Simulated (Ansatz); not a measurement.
## Sb under changes of volume

One of the cells (26.666 Å³/atom); the others are scaled copies at fixed shape and fractional positions:

```
Sb
1.0
     0.00000    2.37124    2.37124
     2.37124    0.00000    2.37124
     2.37124    2.37124    0.00000
Sb
1
Direct
  0.00000 0.00000 0.00000
```

This isn't the form of Sb at room conditions, which is rhombohedral.

```yaml
Program: Ansatz 0.2.0
Functional: PBEsol
Potentials_or_basis: all-electron LAPW, scalar-relativistic
Cutoff: 156 eV (chosen from the basis error)
Basis_error_allowed: 0.001 eV/atom
k_mesh: 10 × 10 × 10
Occupations: fermi-dirac, width 0.05 eV
Spin: no spin polarisation
```

```csv
volume (Å³/atom),energy over the lowest point (meV/atom),pressure (GPa)
25.066,9.16,2.9
25.599,2.26,1.4
26.133,0.00,0.0
26.666,?,?
27.199,7.50,-2.3
27.733,16.88,-3.4
28.266,29.71,-4.3
```

Problem. What does the run at 26.666 Å³/atom give?

Solution. Energy over the lowest point 1.85 meV/atom; pressure -1.2 GPa.

Worked out: A Birch-Murnaghan fit of order 3 (a polynomial in V^(-2/3)) to the other rows has its minimum at 26.16 Å³/atom with B0 = V·E''(V) = 61 GPa (rough, since the energies scatter). It gives 1.77 meV/atom at 26.666 Å³/atom, against the run's 1.85, and -dE/dV = -1.1 GPa, against -1.2.

Energies are extrapolated to zero smearing.
